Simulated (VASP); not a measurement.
# GaN (Fm-3m) in VASP: further runs, part 2 of 2

VASP 6.6.1. The steps go on from the part before.

## (5) Relaxation of cell and atoms, RPBE

INCAR reads:

```
ALGO = Normal
EDIFF = 1E-7
EDIFFG = -0.005
ENCUT = 600
GGA = RP
IBRION = 2
ISIF = 3
ISMEAR = 0
LASPH = True
LCHARG = False
LREAL = False
LWAVE = False
NELM = 60
NSW = 90
PREC = Accurate
SIGMA = 0.02
```

KPOINTS reads:

```
k-points
0
Gamma
  14 14 14
```

POSCAR reads:

```
GaN
1.0
    0.0000000000      2.1352350000      2.1352350000
    2.1352350000      0.0000000000      2.1352350000
    2.1352350000      2.1352350000      0.0000000000
Ga N
1 1
Direct
    0.0000000000      0.0000000000      0.0000000000
    0.5000000000      0.5000000000      0.5000000000
```

Potentials or basis: VASP PAW PBE potentials, release 64 (Ga_d, N).

Run with:

```bash
> cat potpaw_PBE.64/Ga_d/POTCAR potpaw_PBE.64/N/POTCAR > POTCAR
> mpirun -np 1 vasp_std > vasp.out
```

OUTCAR:

```text
EDIFF = 1E-7
   EDIFFG = -0.005
   ENCUT = 600
   GGA = RP
   IBRION = 2
   ISIF = 3
   ISMEAR = 0
   LASPH = True
   LREAL = False
   NELM = 60
   NSW = 90
   PREC = Accurate

 ion  position               nearest neighbor table
   1  0.000  0.000  0.000-   2 2.14   2 2.14   2 2.14   2 2.14   2 2.14   2 2.14
   2  0.500  0.500  0.500-   1 2.14   1 2.14   1 2.14   1 2.14   1 2.14   1 2.14

  LATTYP: Found a face centered cubic cell.
 ALAT       =     4.2704700000

  Lattice vectors:

 A1 = (   0.0000000000,   2.1352350000,   2.1352350000)
 A2 = (   2.1352350000,   0.0000000000,   2.1352350000)
 A3 = (   2.1352350000,   2.1352350000,   0.0000000000)

Analysis of symmetry for initial positions (statically):
=====================================================================
 Subroutine PRICEL returns:
 Original cell was already a primitive cell.

 Routine SETGRP: Setting up the symmetry group for a
 face centered cubic supercell.

 Subroutine GETGRP returns: Found 48 space group operations
 (whereof 48 operations were pure point group operations)
 out of a pool of 48 trial point group operations.

The static configuration has the point symmetry O_h .

Analysis of symmetry for dynamics (positions and initial velocities):
=====================================================================
 Subroutine PRICEL returns:
 Original cell was already a primitive cell.

 Routine SETGRP: Setting up the symmetry group for a
 face centered cubic supercell.

[... 230 lines left out ...]
  ext. energy  EPLUGINS =         0.00000000
  ---------------------------------------------------
  free energy    TOTEN  =       -10.35261506 eV

  energy without entropy =      -10.35261506  energy(sigma->0) =      -10.35261506

 E-fermi :   7.4450     XC(G=0): -12.6135

 val. band max:        7.3614502088   @ k =  -0.2143   0.1429   0.0000
 cond. band min:       7.7112469668   @ k =   0.5000   0.5000   0.0000
 fundamental gap:      0.3497967580
 Fermi energy:         7.4449994104

 k-point     1 :       0.0000    0.0000    0.0000
  band No.  band energies     occupation
      1      -9.4477      2.00000
      2      -6.6671      2.00000
      3      -6.6671      2.00000
      4      -6.6671      2.00000
      5      -6.5856      2.00000
      6      -6.5856      2.00000
      7       6.9126      2.00000
      8       6.9126      2.00000
      9       6.9126      2.00000
     10       9.0080      0.00000
     11      21.7628      0.00000
     12      21.7628      0.00000
     13      21.7628      0.00000
[... 354 lines left out ...]
  band No.  band energies     occupation
      1      -8.3004      2.00000
      2      -6.7185      2.00000
      3      -6.6583      2.00000
      4      -6.6406      2.00000
      5      -6.5234      2.00000
      6      -6.4997      2.00000
      7       2.9866      2.00000
      8       6.1767      2.00000
      9       6.3956      2.00000
     10      12.3475      0.00000
     11      15.7028      0.00000
     12      17.3289      0.00000
     13      19.3475      0.00000

 [... further k-points ...]

------------------------ aborting loop because EDIFF is reached ----------------------------------------

  FORCE on cell =-STRESS in cart. coord.  units (eV):
  Direction    XX          YY          ZZ          XY          YZ          ZX
  --------------------------------------------------------------------------------------
  -------------------------------------------------------------------------------------
  Total       -0.0008050     -0.0008050     -0.0008050      0.0000000      0.0000000      0.0000000
  in kB       -0.0646761     -0.0646761     -0.0646761      0.0000000      0.0000000      0.0000000
  external PRESSURE =      -0.0646761 kB  Pullay stress =       0.0000000 kB
[... 17 lines left out ...]
  FREE ENERGIE OF THE ION-ELECTRON SYSTEM (eV)
  ---------------------------------------------------
  free  energy   TOTEN  =       -10.3526150565 eV

  energy  without entropy=      -10.3526150565  energy(sigma->0) =      -10.35261506

 reached required accuracy - stopping structural energy minimisation
```

CONTCAR:

```text
GaN
   1.00000000000000
    -0.0000000000000000    2.1523243265932241    2.1523243265932241
     2.1523243265932241    0.0000000000000000    2.1523243265932241
     2.1523243265932241    2.1523243265932241   -0.0000000000000000
  Ga              N
     1     1
Direct
     0.0000000000000000    0.0000000000000000    0.0000000000000000
     0.5000000000000000    0.5000000000000000    0.5000000000000000

  0.00000000E+00  0.00000000E+00  0.00000000E+00
  0.00000000E+00  0.00000000E+00  0.00000000E+00
```

Run time: 21 s. Hardware: 1 thread of Intel Xeon 6975P-C (Granite Rapids), shared host; peak memory 0.16 GiB.

Results:

```
Free energy                            : -10.3526 eV
Relaxed volume                         : 9.97 Å³/atom
Relaxed cell                           : a = 3.044 Å, b = 3.044 Å, c = 3.044 Å, α = 60.00°, β = 60.00°, γ = 60.00°
Space group after relaxing (to 0.05 Å) : Fm-3m (No. 225)
Energy gained by relaxing              : 3.5 meV/atom
Ionic steps                            : 3
Pressure after relaxing                : 0.0 GPa
Band gap on the k mesh                 : 0.35 eV, indirect (least direct gap 2.10 eV)
```

The path:
| step | energy change (eV) | largest force (eV/Å) | pressure (GPa) | volume (Å³) |
| --- | --- | --- | --- | --- |
| 1 | 0.0000 | 0.0000 | 4.89 | 19.47 |
| 2 | -0.0028 | 0.0000 | -3.50 | 20.32 |
| 3 | -0.0070 | 0.0000 | -0.01 | 19.94 |

Final structure:
```cif
data_structure
_symmetry_space_group_name_H-M 'P 1'
_symmetry_Int_Tables_number 1
_cell_length_a 3.0438
_cell_length_b 3.0438
_cell_length_c 3.0438
_cell_angle_alpha 60.000
_cell_angle_beta 60.000
_cell_angle_gamma 60.000
_cell_volume 19.94
loop_
_atom_site_label
_atom_site_type_symbol
_atom_site_fract_x
_atom_site_fract_y
_atom_site_fract_z
_atom_site_occupancy
Ga1 Ga 0.00000 0.00000 0.00000 1
N1 N 0.50000 0.50000 0.50000 1
```

Caveat: the PAW data sets were made with another functional, which shifts forces and pressure a little.

## (6) Relaxation of cell and atoms, PBEsol

INCAR reads:

```
SYSTEM = GaN
PREC     = Accurate       ! precision mode
ENCUT    = 600            ! plane-wave cutoff, eV
EDIFF    = 1E-7           ! SCF threshold, eV
ISMEAR   = 0              ! smearing method
SIGMA    = 0.02           ! smearing width, eV
LREAL    = .False.        ! projectors in reciprocal space
LASPH    = .True.         ! aspherical terms in the spheres
NELM     = 80             ! most SCF steps
ALGO     = Normal         ! electronic algorithm
ISIF     = 3              ! what is computed and relaxed
LWAVE    = .False.        ! write WAVECAR
LCHARG   = .False.        ! write CHGCAR
GGA      = PS             ! functional
IBRION   = 2              ! ionic algorithm
NSW      = 90             ! ionic steps
EDIFFG   = -0.005         ! ionic threshold
```

KPOINTS reads:

```
regular mesh
0
Gamma
  14 14 14
  0 0 0
```

POSCAR is that of step 5.

Potentials or basis: VASP PAW PBE potentials, release 64 (Ga_d, N).

Run with:

```bash
> cat potpaw_PBE.64/Ga_d/POTCAR potpaw_PBE.64/N/POTCAR > POTCAR
> mpirun -np 1 vasp_std > vasp.out
```

It took 20 s on 1 thread of Intel Xeon 6975P-C (Granite Rapids), shared host; peak memory 0.17 GiB.

It converged, with:

| Item | Value |
| --- | --- |
| Free energy | -12.2633 eV |
| Relaxed volume | 9.40 Å³/atom |
| Relaxed cell | a = 2.985 Å, b = 2.985 Å, c = 2.985 Å, α = 60.00°, β = 60.00°, γ = 60.00° |
| Space group after relaxing (to 0.05 Å) | Fm-3m (No. 225) |
| Energy gained by relaxing | 8.0 meV/atom |
| Ionic steps | 3 |
| Pressure after relaxing | 0.0 GPa |
| Band gap on the k mesh | 0.53 eV, indirect (least direct gap 2.80 eV) |

The path:
| step | energy change (eV) | largest force (eV/Å) | pressure (GPa) | volume (Å³) |
| --- | --- | --- | --- | --- |
| 1 | 0.0000 | 0.0000 | -7.44 | 19.47 |
| 2 | -0.0021 | 0.0000 | 7.80 | 18.22 |
| 3 | -0.0159 | 0.0000 | -0.04 | 18.81 |

Final structure:
```xyz
2
Lattice="0.0000 2.1108 2.1108 2.1108 0.0000 2.1108 2.1108 2.1108 0.0000" Properties=species:S:1:pos:R:3 pbc="T T T"
Ga    0.0000    0.0000    0.0000
N     2.1108    2.1108    2.1108
```

Levels at points of the mesh, in eV from the valence-band top:
| k point | band 6 | band 7 | band 8 | band 9 | band 10 | band 11 | band 12 | band 13 |
| --- | --- | --- | --- | --- | --- | --- | --- | --- |
| (0.00, 0.00, 0.00) | -13.84 | -0.53 | -0.53 | -0.53 | 2.27 | 14.62 | 14.62 | 14.62 |
| (0.50, 0.00, 0.00) | -13.70 | -8.34 | -0.17 | -0.17 | 4.61 | 9.00 | 9.00 | 9.42 |
| (0.50, 0.50, 0.00) | -10.90 | -7.23 | -3.10 | -3.10 | 0.53 | 7.68 | 11.88 | 14.46 |

Caveat: the PAW data sets were made with another functional, which shifts forces and pressure a little.

## (7) The runs side by side

| task | level | potentials or basis | cell | cutoff (eV) | gap on the mesh (eV) | pressure (GPa) | relaxed volume (Å³/atom) |
| --- | --- | --- | --- | --- | --- | --- | --- |
| single point | PBEsol | VASP PAW PBE potentials, release 64 (Ga_d, N) | as given | 520 | 0.32 | -7.2 | - |
| relaxation of cell and atoms | PBEsol | VASP PAW PBE potentials, release 64 (Ga, N) | relaxed | 580 | 0.56 | 0.0 | 9.51 |
| relaxation of cell and atoms | PBEsol | VASP PAW PBE potentials, release 64 (Ga_d, N_s) | relaxed | 480 | 0.54 | -0.1 | 9.41 |
| relaxation of cell and atoms | RPBE | VASP PAW PBE potentials, release 64 (Ga_d, N) | relaxed | 600 | 0.35 | 0.0 | 9.97 |
| relaxation of cell and atoms | PBEsol | VASP PAW PBE potentials, release 64 (Ga_d, N) | relaxed | 600 | 0.53 | 0.0 | 9.40 |

Alike in all rows: no spin polarisation; k mesh 14 × 14 × 14; smearing gaussian 0.02 eV.

Caveats: the PAW data sets were made with another functional, which shifts forces and pressure a little.

Absolute energies hang on the potentials; compare differences alone.
